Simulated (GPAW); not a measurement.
Set up this calculation in GPAW 26.7.0, as an ASE script.

| Item | Value |
| --- | --- |
| Task | band structure |
| Functional | PBEsol |
| Potentials or basis | PAW data sets generated in the run's folder for this functional |
| Cutoff | 600 eV |
| Basis | pw |
| k mesh | 12 × 12 × 12 |
| Occupations | fermi-dirac, width 0.05 eV |
| Spin | no spin polarisation |
| Maxiter | 150 |
| Band path | GXWKGLUWLK,UX |
| Band points | 100 |

Crystal: Ir.

```
Ir
1.0
     0.00000    1.91560    1.91560
     1.91560    0.00000    1.91560
     1.91560    1.91560    0.00000
Ir
1
Direct
  0.00000 0.00000 0.00000
```

The input as run:

run.py

```python
from ase import Atoms
from ase.dft.bandgap import bandgap
from ase.io import write
from ase.units import GPa
from gpaw import GPAW, PW, setup_paths

setup_paths.insert(0, '.')

atoms = Atoms(['Ir'],
              cell=[[0.0, 1.9156, 1.9156],
                    [1.9156, 0.0, 1.9156],
                    [1.9156, 1.9156, 0.0]],
              scaled_positions=[[0.0, 0.0, 0.0]],
              pbc=True)

calc = GPAW(mode=PW(600),
            xc='PBEsol',
            kpts={'size': (12, 12, 12), 'gamma': True},
            occupations={'name': 'fermi-dirac', 'width': 0.05},
            nbands=16,
            convergence={'density': 1e-05, 'energy': 1e-05},
            maxiter=150,
            txt='gpaw.txt')
atoms.calc = calc
energy = atoms.get_potential_energy()
forces = atoms.get_forces()
stress = atoms.get_stress()
calc.write('gs.gpw')
write('result.traj', atoms)
print(f'Energy: {energy:.6f} eV')
print('Forces (eV/A):')
print(forces.round(4))
print('Stress (GPa):', (stress / GPa).round(3))
print('Fermi level:', round(calc.get_fermi_level(), 4), 'eV')
print(f'Gap: {bandgap(calc)[0]:.4f} eV, direct: {bandgap(calc, direct=True)[0]:.4f} eV')

path = atoms.cell.bandpath('GXWKGLUWLK,UX', npoints=100, eps=1e-4)
bs_calc = calc.fixed_density(kpts=path, symmetry='off', nbands=24,
                             convergence={'bands': 'CBM+6.0', 'eigenstates': 1e-6}, txt='bands.txt')
bs = bs_calc.band_structure()
bs.write('bs.json')
print(f'Gap on the path: {bandgap(bs_calc)[0]:.4f} eV')
```

Potentials or basis: PAW data sets generated in the run's folder for this functional, pw.

The run is started by

```console
$ gpaw-setup -f PBEsol Ir
$ OMP_NUM_THREADS=1 python run.py
```

It gave:

* Pressure: -2.0 GPa
* Band gap along the path: none (metal or under the smearing width)

Caveat: spin-orbit coupling is left out, which moves the levels of the heavy elements.

It took 15 s on 1 thread of Arm Neoverse V2, with other jobs on the host, peak memory 0.17 GiB.
